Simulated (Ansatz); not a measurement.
**Random displacements in C**

The calculation used DFT PBE, scalar-relativistic, plane waves, PAW (Ansatz). Settings: plane waves to 420 eV, k-mesh 6×6×6 (Γ-centred), Gaussian smearing 0.05 eV. No spin polarisation. Energies are free energies at this smearing, counted from the undisturbed cell; pressure is positive in compression.

Zero of the scan (as given, not relaxed at this level):

```xyz
8
Lattice="3.5668 0.0000 0.0000 0.0000 -3.5668 0.0000 0.0000 0.0000 -3.5668" Properties=species:S:1:pos:R:3 pbc="T T T"
C     1.7834    0.0000    0.0000
C     0.0000   -1.7834    0.0000
C     0.0000    0.0000   -1.7834
C     1.7834   -1.7834   -1.7834
C     2.6751   -2.6751   -2.6751
C     0.8917   -0.8917   -2.6751
C     0.8917   -2.6751   -0.8917
C     2.6751   -0.8917   -0.8917
```

The atoms are displaced (Å, in the unstrained cell):

```
atom ux uy uz
  C1   0.194   0.304  -0.094
  C2   0.200  -0.243   0.192
  C3  -0.257  -0.158  -0.094
  C4  -0.016   0.062  -0.313
  C5  -0.179   0.050   0.304
  C6  -0.517   0.226   0.220
  C7   0.366  -0.417  -0.320
  C8   0.210   0.175   0.105
```

Strain (Voigt, engineering shear): (-0.0206, 0.0151, -0.0600, -0.0154, 0.0384, -0.0293).

What are the energy change, the stress and the forces?

ΔE = 4191.0 meV/atom; stress (xx, yy, zz, yz, xz, xy; compression positive) (210.79, 160.44, 210.53, 63.27, -123.18, -99.77) GPa.
```
atom Fx (eV/Å) Fy Fz
  C1       1.65   -6.97    2.30
  C2      -2.23    6.68   -1.69
  C3     -32.15   36.75   29.52
  C4     -10.95   10.06    8.64
  C5       8.56   -8.18  -10.47
  C6      46.18  -39.99  -41.00
  C7      -3.81   10.09    1.41
  C8      -7.24   -8.45   11.29
```

Cost: 1 run of about 0.053 core-minutes, on AMD EPYC 9R45 (Zen 5) (shared hosts).